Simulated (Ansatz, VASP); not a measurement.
# SiC (Moissanite 3C): VASP beside Ansatz

Aim: how closely do two programs agree when they are given the same cell, functional and k mesh? The cell is taken from a series of runs on this material, whose earlier steps may have relaxed, scaled, displaced or heated it; both programs get it as it stands.

Calculated with Ansatz 0.2.0; plane waves, with VASP 6.6.1 beside it; zone-centre phonons at LDA.

### 1. The starting structure

Symmetry: I-4m2, No. 119, tetragonal system. The conventional cell has a = 3.078 Å, b = 3.078 Å, c = 4.242 Å, α = 90.00°, β = 90.00°, γ = 90.00°. Nearest to C lie 4 Si at 1.87 Å. Nearest to Si lie 4 C at 1.87 Å. Farther neighbours are not listed.

### 2. VASP: zone-centre phonons, LDA, pair 1

Second derivatives magnify differences that forces hide, and they need a tight electronic threshold.

Lines of VASP's logs that name or quote its potential files are left out, and so is its time.

Contents of INCAR:

```
SYSTEM = SiC
PREC = Accurate
ENCUT = 600
EDIFF = 1E-08
NELM = 120
ISMEAR = 0
SIGMA = 0.01
LREAL = .FALSE.
ALGO = Normal
GGA = PW92
NBANDS = 10
LORBIT = 11
LWAVE = .FALSE.
LCHARG = .FALSE.
ISIF = 2
IBRION = 8
LEPSILON = .TRUE.
LASPH = .TRUE.
GGA_COMPAT = .FALSE.
EFERMI = MIDGAP
KPAR = 2
```

Contents of POSCAR:

```
SiC
1.0
    0.0000000000      2.1764230187      2.1212434466
    2.1764230187      0.0000000000      2.1212434466
    2.1764230187      2.1764230187      0.0000000000
C Si
1 1
Direct
    0.7500000000      0.7500000000      0.7500000000
    0.0000000000      0.0000000000      0.0000000000
```

Contents of KPOINTS:

```
Automatic mesh
0
Gamma
12 12 12
0 0 0
```

The projector-augmented-wave data sets are C and Si (LDA family, release 64).

Run with:

```bash
$ mpirun -np 2 vasp_std
```

Numbers of over 12 decimals in the logs are rounded to 6 here.

Log:

```text
[banner, memory and clock lines left out]
running    2 mpi-ranks, on    1 nodes
 distrk:  each k-point on    1 cores,    2 groups
 distr:  one band on    1 cores,    1 groups

 POSCAR found type information on POSCAR C Si
 POSCAR found :  2 types and       2 ions
|                                                                             |
|               ----> ADVICE to this user running VASP <----                  |
|                                                                             |
|     You enforced a specific xc type in the INCAR file but a different       |
|     [... a line on the potential file left out ...]
|     I HOPE YOU KNOW WHAT YOU ARE DOING!                                     |
|                                                                             |

 LDA part: xc-table for (Slater(with rela. corr.)+PW92), standard interpolation
 POSCAR, INCAR and KPOINTS ok, starting setup
 FFT: planning ... GRIDC
 FFT: planning ... GRID_SOFT
 FFT: planning ... GRID
 WAVECAR not read
 entering main loop
       N       E                     dE             d eps       ncg     rms          rms(c)
DAV:   1     0.431578521759E+01    0.43158E+01   -0.44902E+03  3372   0.769E+02
DAV:   2    -0.180656087901E+02   -0.22381E+02   -0.21373E+02  4232   0.121E+02
DAV:   3    -0.187746680101E+02   -0.70906E+00   -0.70767E+00  3862   0.188E+01
DAV:   4    -0.187778405811E+02   -0.31726E-02   -0.31723E-02  3766   0.155E+00
DAV:   5    -0.187778563913E+02   -0.15810E-04   -0.15810E-04  3822   0.102E-01    0.938E+00
DAV:   6    -0.167464336519E+02    0.20314E+01   -0.75945E+00  3412   0.133E+01    0.413E+00
DAV:   7    -0.166679459938E+02    0.78488E-01   -0.40684E-01  3862   0.398E+00    0.183E+00
DAV:   8    -0.166473696653E+02    0.20576E-01   -0.27430E-02  3480   0.108E+00    0.178E-01
DAV:   9    -0.166470073563E+02    0.36231E-03   -0.18071E-03  3992   0.249E-01    0.951E-02
DAV:  10    -0.166470213369E+02   -0.13981E-04   -0.11152E-04  3438   0.709E-02    0.319E-02
DAV:  11    -0.166470217711E+02   -0.43421E-06   -0.28595E-06  3934   0.117E-02    0.137E-02
DAV:  12    -0.166470215468E+02    0.22426E-06   -0.68330E-07  3384   0.427E-03    0.584E-04
DAV:  13    -0.166470215461E+02    0.71418E-09   -0.30201E-08  3632   0.117E-03
   1 F= -.16647022E+02 E0= -.16647022E+02  d E =0.000000E+00
 Linear response reoptimize wavefunctions to high precision
DAV:   1    -0.166470215465E+02   -0.40416E-09   -0.38433E-10  2250   0.142E-04
DAV:   2    -0.166470215465E+02    0.10573E-10   -0.13041E-11  1704   0.327E-05
 Linear response G [H, r] |phi>, progress :
  Direction:   1
       N       E                     dE             d eps       ncg     rms
RMM:   1    -0.380139066176E+02   -0.38014E+02   -0.25518E+01  8411   0.430E+01
RMM:   2    -0.309036022319E+02    0.71103E+01   -0.21843E+00  5215   0.110E+01
RMM:   3    -0.309112857864E+02   -0.76836E-02   -0.25068E-02  5369   0.108E+00
RMM:   4    -0.309109711782E+02    0.31461E-03   -0.37901E-04  5673   0.124E-01
RMM:   5    -0.309109639466E+02    0.72316E-05   -0.15423E-05  5594   0.160E-02
RMM:   6    -0.309109629122E+02    0.10344E-05    0.68675E-08  5882   0.225E-03
RMM:   7    -0.309109623273E+02    0.58491E-06    0.35353E-06  5487   0.405E-04
RMM:   8    -0.309109623417E+02   -0.14460E-07   -0.36672E-06  4721   0.147E-04
RMM:   9    -0.309109621333E+02    0.20845E-06   -0.27499E-07  4018   0.120E-04
RMM:  10    -0.309109621330E+02    0.31300E-09   -0.15879E-06  3623   0.120E-04
RMM:  11    -0.309109621301E+02    0.28600E-08   -0.47228E-07  3000   0.122E-04
RMM:  12    -0.309109621321E+02   -0.19522E-08   -0.18797E-06  2249   0.119E-04
 Linear response G [H, r] |phi>, progress :
  Direction:   2
       N       E                     dE             d eps       ncg     rms
RMM:   1    -0.315514202599E+02   -0.31551E+02    0.10900E+01  8317   0.410E+01
RMM:   2    -0.271624527277E+02    0.43890E+01   -0.17904E+00  5165   0.989E+00
RMM:   3    -0.271635924548E+02   -0.11397E-02   -0.20794E-02  5355   0.965E-01
RMM:   4    -0.271633024486E+02    0.29001E-03   -0.37154E-04  5625   0.110E-01
RMM:   5    -0.271632908898E+02    0.11559E-04   -0.21697E-05  5615   0.145E-02
RMM:   6    -0.271632894230E+02    0.14668E-05   -0.21750E-06  5870   0.208E-03
RMM:   7    -0.271632892406E+02    0.18240E-06   -0.29971E-07  5392   0.390E-04
RMM:   8    -0.271632892243E+02    0.16361E-07   -0.60883E-09  4729   0.151E-04
RMM:   9    -0.271632892238E+02    0.43549E-09   -0.72836E-07  4062   0.125E-04
RMM:  10    -0.271632892252E+02   -0.13842E-08   -0.40976E-06  3698   0.125E-04
RMM:  11    -0.271632892253E+02   -0.10658E-09   -0.69208E-06  2998   0.126E-04
RMM:  12    -0.271632892281E+02   -0.27558E-08   -0.67072E-07  2279   0.124E-04
 Linear response G [H, r] |phi>, progress :
  Direction:   3
       N       E                     dE             d eps       ncg     rms
[...]
dielectric tensor                  component  2 :     1.873     6.268    -0.972
 Linear response to external field (no local field effect), progress :
  Direction:   3
       N       E                     dE             d eps       ncg     rms          rms(c)
RMM:   1    -0.334675714673E+00   -0.33468E+00   -0.13239E+00  7420   0.250E+00
RMM:   2    -0.343164032024E+00   -0.84883E-02   -0.25697E-03  5180   0.365E-01
[...]
Direction:   3
       N       E                     dE             d eps       ncg     rms          rms(c)
RMM:   1    -0.334675151454E+00   -0.33468E+00   -0.13239E+00 12815   0.250E+00
RMM:   2    -0.343164015595E+00   -0.84889E-02   -0.25696E-03  8929   0.365E-01    0.848E-01
RMM:   3    -0.333601391346E+00    0.95626E-02   -0.48506E-03  8911   0.415E-01    0.491E-01
RMM:   4    -0.342093602452E+00   -0.84922E-02   -0.57423E-03  8975   0.454E-01    0.763E-02
RMM:   5    -0.344145935527E+00   -0.20523E-02   -0.12442E-04  9059   0.826E-02    0.894E-03
RMM:   6    -0.344224726436E+00   -0.78791E-04   -0.11090E-06  9393   0.819E-03    0.451E-03
RMM:   7    -0.344268565983E+00   -0.43840E-04   -0.71467E-08  9289   0.209E-03    0.268E-04
RMM:   8    -0.344271800104E+00   -0.32341E-05   -0.37868E-09  9879   0.395E-04    0.110E-04
RMM:   9    -0.344271065669E+00    0.73443E-06   -0.28595E-10  8199   0.131E-04    0.193E-05
RMM:  10    -0.344271208895E+00   -0.14323E-06    0.69314E-11  5280   0.302E-05    0.768E-06
 change of polarisation eV/A/(eV/A) component  3 :     0.200     0.070     0.651
 dielectric tensor                  component  3 :     1.805     0.633     6.862
 Linear response DOF=           4
 Linear response progress:
  Degree of freedom:   1/  4
       N       E                     dE             d eps       ncg     rms          rms(c)
RMM:   1    -0.127272451111E+00   -0.12727E+00    0.55241E-02 21227   0.209E+00
RMM:   2    -0.123979697802E+00    0.32928E-02   -0.24942E-03 14565   0.410E-01    0.213E-01
RMM:   3    -0.123970510538E+00    0.91873E-05   -0.82024E-04 14301   0.179E-01    0.105E-01
RMM:   4    -0.125048698946E+00   -0.10782E-02   -0.63945E-04 14525   0.150E-01    0.189E-02
RMM:   5    -0.125025999470E+00    0.22699E-04   -0.81994E-06 15314   0.217E-02    0.187E-03
RMM:   6    -0.125035577194E+00   -0.95777E-05   -0.12480E-07 15833   0.251E-03    0.900E-04
RMM:   7    -0.125031081437E+00    0.44958E-05   -0.22609E-08 15684   0.494E-04    0.991E-05
RMM:   8    -0.125031812164E+00   -0.73073E-06   -0.18065E-08 15847   0.107E-04    0.289E-05
RMM:   9    -0.125031760054E+00    0.52110E-07   -0.17679E-08 16605   0.298E-05    0.336E-06
RMM:  10    -0.125031778823E+00   -0.18770E-07   -0.33417E-08 15840   0.972E-06    0.195E-06
RMM:  11    -0.125031777643E+00    0.11803E-08    0.58347E-08 12647   0.715E-06    0.160E-07
 first order change of Fermi-energy   0.46569E-04
 force on displaced ion       1 direction 1 : -20.139   0.000   0.000
 Born effective charge ion    1 direction 1 :  -2.741   0.000   0.000
 Linear response progress:
  Degree of freedom:   2/  4
       N       E                     dE             d eps       ncg     rms          rms(c)
RMM:   1    -0.127310228961E+00   -0.12731E+00    0.49652E-02 12227   0.208E+00
RMM:   2    -0.124074391093E+00    0.32358E-02   -0.24688E-03  8527   0.407E-01    0.209E-01
RMM:   3    -0.124099528400E+00   -0.25137E-04   -0.78701E-04  8384   0.176E-01    0.103E-01
RMM:   4    -0.125172710712E+00   -0.10732E-02   -0.59510E-04  8460   0.146E-01    0.187E-02
RMM:   5    -0.125159607903E+00    0.13103E-04   -0.83297E-06  8936   0.217E-02    0.173E-03
RMM:   6    -0.125167056312E+00   -0.74484E-05   -0.92929E-08  9221   0.237E-03    0.853E-04
RMM:   7    -0.125162910635E+00    0.41457E-05   -0.55050E-09  9168   0.489E-04    0.963E-05
RMM:   8    -0.125163569582E+00   -0.65895E-06   -0.60199E-10  9248   0.101E-04    0.289E-05
RMM:   9    -0.125163479157E+00    0.90426E-07   -0.26570E-10  9707   0.297E-05    0.320E-06
RMM:  10    -0.125163498365E+00   -0.19208E-07   -0.12018E-09  9256   0.929E-06    0.172E-06
RMM:  11    -0.125163496980E+00    0.13847E-08   -0.40273E-09  7309   0.701E-06    0.173E-07
 first order change of Fermi-energy   0.79908E-03
 force on displaced ion       1 direction 3 :  -0.000  -0.000 -19.841
 Born effective charge ion    1 direction 3 :   0.000   0.000  -2.692
 Linear response progress:
  Degree of freedom:   3/  4
       N       E                     dE             d eps       ncg     rms          rms(c)
RMM:   1    -0.167301012196E-01   -0.16730E-01   -0.86547E-03 22825   0.883E-01
RMM:   2    -0.144997782294E-01    0.22303E-02   -0.59556E-04 14670   0.196E-01    0.135E-01
RMM:   3    -0.144107085194E-01    0.89070E-04   -0.50807E-05 14977   0.496E-02    0.767E-02
RMM:   4    -0.144941853601E-01   -0.83477E-04   -0.50448E-05 15065   0.484E-02    0.917E-03
RMM:   5    -0.144854730351E-01    0.87123E-05   -0.11167E-06 15339   0.795E-03    0.133E-03
RMM:   6    -0.144833681093E-01    0.21049E-05    0.11650E-07 15679   0.759E-04    0.655E-04
RMM:   7    -0.144820108089E-01    0.13573E-05    0.10381E-07 15706   0.249E-04    0.810E-05
RMM:   8    -0.144820871746E-01   -0.76366E-07    0.10367E-07 16237   0.439E-05    0.209E-05
RMM:   9    -0.144821127612E-01   -0.25587E-07    0.96558E-08 16410   0.152E-05    0.311E-06
RMM:  10    -0.144821064342E-01    0.63270E-08    0.11599E-07 15193   0.530E-06    0.105E-06
RMM:  11    -0.144821028402E-01    0.35940E-08    0.86969E-08  9355   0.349E-06    0.672E-08
 first order change of Fermi-energy   0.13094E-04
 force on displaced ion       2 direction 1 : -20.142  -0.000   0.000
 Born effective charge ion    2 direction 1 :   2.740   0.000   0.000
 Linear response progress:
  Degree of freedom:   4/  4
       N       E                     dE             d eps       ncg     rms          rms(c)
RMM:   1    -0.160392466522E-01   -0.16039E-01   -0.75508E-03 13074   0.859E-01
RMM:   2    -0.141953935987E-01    0.18439E-02   -0.56829E-04  8589   0.187E-01    0.131E-01
RMM:   3    -0.140952673757E-01    0.10013E-03   -0.44820E-05  8745   0.466E-02    0.748E-02
RMM:   4    -0.141603158624E-01   -0.65048E-04   -0.44087E-05  8821   0.463E-02    0.855E-03
RMM:   5    -0.141510801393E-01    0.92357E-05   -0.12482E-06  8942   0.771E-03    0.130E-03
RMM:   6    -0.141487413953E-01    0.23387E-05   -0.52881E-09  9151   0.763E-04    0.617E-04
RMM:   7    -0.141473649394E-01    0.13765E-05    0.95230E-11  9159   0.240E-04    0.803E-05
RMM:   8    -0.141474411263E-01   -0.76187E-07   -0.10708E-10  9521   0.418E-05    0.184E-05
RMM:   9    -0.141474632362E-01   -0.22110E-07    0.36530E-10  9532   0.147E-05    0.342E-06
RMM:  10    -0.141474559770E-01    0.72592E-08    0.18712E-09  8857   0.522E-06    0.854E-07
 first order change of Fermi-energy   0.16056E-03
 force on displaced ion       2 direction 3 :  -0.000  -0.000 -19.841
 Born effective charge ion    2 direction 3 :   0.000   0.000   2.690
 Born effective charges drift removed
 Linear response finished
```

OUTCAR, selected parts (step 2):

```text
ion  position               nearest neighbor table
   1  0.750  0.750  0.750-   2 1.87   2 1.87   2 1.87   2 1.87
   2  0.000  0.000  0.000-   1 1.87   1 1.87   1 1.87   1 1.87

  LATTYP: Found a body centered tetragonal cell.
 ALAT       =     3.0779269505
 C/A-ratio  =     1.3783585385

 Subroutine GETGRP returns: Found  8 space group operations
 (whereof  8 operations were pure point group operations)

The static configuration has the point symmetry D_2d.

 Found    163 irreducible k-points:

   k-points           NKPTS =    163   k-points in BZ     NKDIM =    163   number of bands    NBANDS=     10

   dimension x,y,z NGX =    24 NGY =   24 NGZ =   28
   dimension x,y,z NGXF=    48 NGYF=   48 NGZF=   56

   ENCUT  =  600.0 eV  44.10 Ry    6.64 a.u.   6.07  6.07  6.15*2*pi/ulx,y,z

   NELECT =       8.0000    total number of electrons

 k-points in reciprocal lattice and weights: Automatic mesh
   0.00000000  0.00000000  0.00000000       0.001
   0.08333333 -0.00000000  0.00000000       0.005
   0.16666667  0.00000000  0.00000000       0.005
   0.25000000  0.00000000  0.00000000       0.005
   0.33333333 -0.00000000  0.00000000       0.005
   0.41666667  0.00000000  0.00000000       0.005
   0.50000000  0.00000000  0.00000000       0.002
   0.08333333  0.08333333  0.00000000       0.001
   0.16666667  0.08333333  0.00000000       0.005
[...]
-0.33333333  0.16666667  0.50000000       0.002
  -0.25000000  0.25000000  0.50000000       0.001

 average (electrostatic) potential at core
       1 -48.6168       2 -81.5375

  Total       -0.0068603     -0.0068603      0.7891776      0.0000000     -0.0000000     -0.0000000
  in kB       -0.5469462     -0.5469462     62.9184735      0.0000000     -0.0000000     -0.0000000
  external PRESSURE =      20.6081937 kB  Pullay stress =       0.0000000 kB

  energy-cutoff  :      600.00
  volume of cell :       20.10
      direct lattice vectors                 reciprocal lattice vectors
     0.000000000  2.176423019  2.121243447    -0.229734751  0.229734751  0.235710805
     2.176423019  0.000000000  2.121243447     0.229734751 -0.229734751  0.235710805
     2.176423019  2.176423019  0.000000000     0.229734751  0.229734751 -0.235710805

 POSITION                                       TOTAL-FORCE (eV/Angst)
 -----------------------------------------------------------------------------------
      3.26463      3.26463      3.18187        -0.000000     -0.000000      0.000000
      0.00000      0.00000      0.00000         0.000000      0.000000     -0.000000
 -----------------------------------------------------------------------------------
    total drift:                               -0.000000     -0.000000     -0.000000

 MACROSCOPIC STATIC DIELECTRIC TENSOR (including local field effects in DFT)
 ------------------------------------------------------
           6.950288     0.000000     0.000000
           0.000000     6.950288     0.000000
           0.000000    -0.000000     6.861593
 ------------------------------------------------------

 PIEZOELECTRIC TENSOR (including local field effects)  for field in x, y, z        (C/m^2)
          XX          YY          ZZ          XY          YZ          ZX
  --------------------------------------------------------------------------------
  x     0.00000    -0.00000    -0.00000     0.00000     0.98267     0.00000
  y    -0.00000     0.00000    -0.00000     0.00000     0.00000     0.98267
  z     0.00000     0.00000     0.00000     1.00420     0.00000     0.00000

 BORN EFFECTIVE CHARGES (including local field effects) (in |e|, cummulative output)
 ---------------------------------------------------------------------------------
 ion    1
    1    -2.74100     0.00000     0.00000
    2     0.00000    -2.74100     0.00000
    3     0.00000     0.00000    -2.69112
 ion    2
    1     2.74100     0.00000     0.00000
    2     0.00000     2.74100     0.00000
    3     0.00000     0.00000     2.69112

 Eigenvectors and eigenvalues of the dynamical matrix
 ----------------------------------------------------

   1 f  =   24.188320 THz   151.979695 2PiTHz  806.835500 cm-1   100.034808 meV
             X         Y         Z           dx          dy          dz
      3.264635  3.264635  3.181865     0.836912    0.000000    0.000000
      0.000000  0.000000  0.000000    -0.547338    0.000000    0.000000

   2 f  =   24.188320 THz   151.979695 2PiTHz  806.835500 cm-1   100.034808 meV
             X         Y         Z           dx          dy          dz
      3.264635  3.264635  3.181865    -0.000000   -0.836912    0.000000
      0.000000  0.000000  0.000000    -0.000000    0.547338    0.000000

   3 f  =   24.008035 THz   150.846935 2PiTHz  800.821857 cm-1    99.289211 meV
             X         Y         Z           dx          dy          dz
      3.264635  3.264635  3.181865     0.000000    0.000000    0.836925
      0.000000  0.000000  0.000000     0.000000    0.000000   -0.547318

   4 f/i=    0.000030 THz     0.000190 2PiTHz    0.001008 cm-1     0.000125 meV
             X         Y         Z           dx          dy          dz
      3.264635  3.264635  3.181865     0.000000    0.000000   -0.547318
      0.000000  0.000000  0.000000     0.000000    0.000000   -0.836925

   5 f/i=    0.000589 THz     0.003701 2PiTHz    0.019649 cm-1     0.002436 meV
             X         Y         Z           dx          dy          dz
      3.264635  3.264635  3.181865     0.387026    0.387026    0.000000
      0.000000  0.000000  0.000000     0.591786    0.591786    0.000000

   6 f/i=    0.000589 THz     0.003701 2PiTHz    0.019649 cm-1     0.002436 meV
             X         Y         Z           dx          dy          dz
      3.264635  3.264635  3.181865    -0.387026    0.387026    0.000000
      0.000000  0.000000  0.000000    -0.591786    0.591786    0.000000

 MACROSCOPIC STATIC DIELECTRIC TENSOR IONIC CONTRIBUTION
 ------------------------------------------------------
           3.358959    -0.000000     0.000000
          -0.000000     3.358959     0.000000
           0.000000     0.000000     3.286706
 ------------------------------------------------------

 ELASTIC MODULI CONTR FROM IONIC RELAXATION (kBar)
 Direction    XX          YY          ZZ          XY          YZ          ZX
 --------------------------------------------------------------------------------
 XX           0.0000      0.0000      0.0000      0.0000      0.0000      0.0000
 YY           0.0000      0.0000      0.0000      0.0000      0.0000      0.0000
 ZZ           0.0000      0.0000      0.0000      0.0000      0.0000      0.0000
 XY           0.0000      0.0000      0.0000   -316.4924      0.0000      0.0000
 YZ           0.0000      0.0000      0.0000      0.0000   -302.2665      0.0000
 ZX           0.0000      0.0000      0.0000      0.0000      0.0000   -294.8153
 --------------------------------------------------------------------------------

 PIEZOELECTRIC TENSOR IONIC CONTR  for field in x, y, z        (C/m^2)
          XX          YY          ZZ          XY          YZ          ZX
  --------------------------------------------------------------------------------
  x     0.00000     0.00000     0.00000     0.00000    -0.94813     0.00000
  y     0.00000     0.00000     0.00000     0.00000     0.00000    -0.93637
  z     0.00000     0.00000     0.00000    -0.95970     0.00000     0.00000
```

(Part 1 of 2 ends here.)

[Lines on the potential files, build, host, timing and source positions are cut from VASP's logs without a mark.]

[Logs are printed without paths, hosts, clocks, repeated set-up lines and the standing remarks that a program may print on its own settings, such as how far it seeks lower states.]

[Hosts, paths, dates, database ids (printed as entryN), source tags and the programs' standing remarks are cut or masked in the printed files.]
